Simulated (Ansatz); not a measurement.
Crystal: PbF2 (Fluorocronite).

```
Pb F
1.0
     0.00000    2.96366    2.96366
     2.96366    0.00000    2.96366
     2.96366    2.96366    0.00000
Pb F
1 2
Direct
  0.00000 0.00000 0.00000
  0.75000 0.75000 0.75000
  0.25000 0.25000 0.25000
```

Base run:

```yaml
Program: Ansatz 0.2.0
Functional: revPBE
Potentials_or_basis: Ansatz PAW
Cutoff: "420 eV (not typed: the program's choice for these potentials)"
k_mesh: 8 × 8 × 8
Occupations: fermi-dirac, width 0.05 eV
Spin: no spin polarisation
```

Its results: band gap on the k mesh 4.52 eV, indirect (least direct gap 4.66 eV); pressure 5.1 GPa.

Question: The run is repeated on the same cell with these changes: functional from revPBE to PBE; occupations from fermi-dirac, width 0.05 eV to gaussian, width 0.012 eV. What comes out?

Answer: Band gap on the k mesh 4.42 eV, indirect (least direct gap 4.57 eV); pressure 2.7 GPa.

Caveats: spin-orbit coupling is left out, which as a rule narrows the gap of such compounds by several tenths of an eV; the PAW data sets come from PBE, with cores solved anew for the run's functional, which leaves a small shift of forces and pressure (some runs).
